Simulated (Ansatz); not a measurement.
# PtSe2: the cost of one run

Program: Ansatz 0.2.0. Level of theory: reference: DFT, PBE, plane waves, PAW. These are calculated values, not measurements.

1 further run of the same task is left out (it didn't finish).

### Step 1. Starting point

The structure is trigonal, space group R3m (No. 160). The conventional cell has a = 3.641 Å, b = 3.641 Å, c = 16.454 Å, α = 90.00°, β = 90.00°, γ = 120.00°. Around Pt (site symmetry 3m) lie 6 Se at 2.54 to 2.57 Å. Se (site symmetry 3m) has 3 Pt at 2.57 Å and 1 Se at 2.90 Å as nearest neighbours. Se (site symmetry 3m) is surrounded by 3 Pt at 2.54 Å and 1 Se at 2.90 Å.

As a file:

```cif
data_structure
_symmetry_space_group_name_H-M 'P 1'
_symmetry_Int_Tables_number 1
_cell_length_a 5.8736
_cell_length_b 5.8736
_cell_length_c 5.8736
_cell_angle_alpha 36.112
_cell_angle_beta 36.112
_cell_angle_gamma 36.112
_cell_volume 62.97
loop_
_atom_site_label
_atom_site_type_symbol
_atom_site_fract_x
_atom_site_fract_y
_atom_site_fract_z
_atom_site_occupancy
Pt1 Pt 0.99924 0.99924 0.99924 1
Se1 Se 0.42198 0.42198 0.42198 1
Se2 Se 0.24545 0.24545 0.24545 1
```

### Step 2. The reference run

Input file input.yaml:

```yaml
crystal:
  lattice:
    - [1.820497194, 1.051064545, 5.48450214]
    - [-1.820497194, 1.051064545, 5.48450214]
    - [0.0, -2.10212909, 5.48450214]
  atoms:
    - { symbol: Pt, position: [-0.0007636739, -0.0007636739, -0.0007636739] }
    - { symbol: Se, position: [0.4219829424, 0.4219829424, 0.4219829424] }
    - { symbol: Se, position: [0.2454473983, 0.2454473983, 0.2454473983] }
kpoints:
  mp_grid: { grid: [6, 6, 6] }
hamiltonian:
  xc: pbe
scf:
  occupations: { method: fermi_dirac, width: 0.02 }
  n_extra_bands: 4
output:
  forces: true
  stress: true
  eigenvalues: true
  write_density: true
  write_potential: true
  elf: true
  volumetric_format: npy
```

The run is started by

```bash
> ansatz run input.yaml --threads 4 --pin off --max-ram 3686MiB --backend cpu --events-out ev --progress --plain --runs-dir out
```

Q: Estimate wall time and peak memory on 4 threads of an x86-64 CPU, shared host.

About 5.2 s, with a peak of 0.45 GiB.
